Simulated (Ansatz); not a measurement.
Runs of Ansatz 0.2.0 on FePt (Tetraferroplatinum). The structure is tetragonal, space group P4/mmm (No. 123). The conventional cell has a = 2.724 Å, b = 2.724 Å, c = 3.720 Å, α = 90.00°, β = 90.00°, γ = 90.00°. Around Pt (site symmetry 4/mmm) lie 8 Fe at 2.68 Å and 4 Pt at 2.72 Å. Fe (site symmetry 4/mmm) has 8 Pt at 2.68 Å and 4 Fe at 2.72 Å as nearest neighbours. 

```csv
task,level,spin,cell,k mesh,points for each segment of the path,atoms under strain,gap on the mesh (eV),pressure (GPa),moment (μB),relaxed volume (Å³/atom)
relaxation of cell and atoms,revPBE+D3(BJ),"collinear, ferromagnetic start",relaxed,10 × 10 × 7,-,-,-,0.0,3.25,13.45
relaxation of cell and atoms,PBEsol,"collinear, ferromagnetic start",relaxed,10 × 10 × 7,-,-,-,0.0,3.23,(a)
band structure,PBEsol,"collinear, ferromagnetic start",as given,10 × 10 × 7,14,-,none,-6.0,3.28,-
relaxation of cell and atoms,PBEsol+D3(BJ),"collinear, ferromagnetic start",relaxed,10 × 10 × 7,-,-,-,0.0,(c),13.08
elastic constants,PBEsol,"collinear, ferromagnetic start",as given,7 × 7 × 5,-,relaxed,none,-5.7,3.27,-
band structure,RPBE,"collinear, ferromagnetic start",as given,10 × 10 × 7,14,-,none,8.4,3.31,-
relaxation of cell and atoms,BLYP+D3(BJ),"collinear, ferromagnetic start",relaxed,10 × 10 × 7,-,-,-,0.0,3.22,(b)
band structure,LDA,"collinear, ferromagnetic start",as given,10 × 10 × 7,14,-,none,-12.7,3.22,-
relaxation of cell and atoms,LDA,"collinear, ferromagnetic start",relaxed,10 × 10 × 7,-,-,-,0.0,3.16,13.05
band structure,PBEsol,"non-collinear, ferromagnetic start, SOC",as given,7 × 7 × 5,14,-,none,-6.3,3.25,-
relaxation of cell and atoms,RPBE+D4,"collinear, ferromagnetic start",relaxed,10 × 10 × 7,-,-,-,0.0,3.28,13.62
band structure,LDA,"non-collinear, ferromagnetic start, SOC",as given,7 × 7 × 5,14,-,none,-13.2,3.15,-
```

Alike in all rows: potentials or basis Ansatz PAW; cutoff (eV) 420; smearing fermi-dirac 0.05 eV.

Q: Fill in the values left out.

A: (a) 13.42; (b) 13.73; (c) 3.20.

Caveats: the PAW data sets come from PBE, with cores solved anew for the run's functional, which leaves a small shift of forces and pressure; the plane-wave basis is chosen anew once the cell has moved, so the energies of steps on either side of that aren't comparable (some runs); spin-orbit coupling is left out, which moves the levels of the heavy elements (some runs); the thresholds are loose for stress (some runs); the cell is more than 3 GPa from zero pressure, which shifts response properties (some runs); elastic constants of metals need much finer meshes, so these are rough (some runs).

A k mesh can miss the band edges, and rows without SOC leave out spin-orbit coupling on Pt.

A gap of «none» marks a metal or a gap under the smearing width.

Runs at the PBE level aren't shown here.
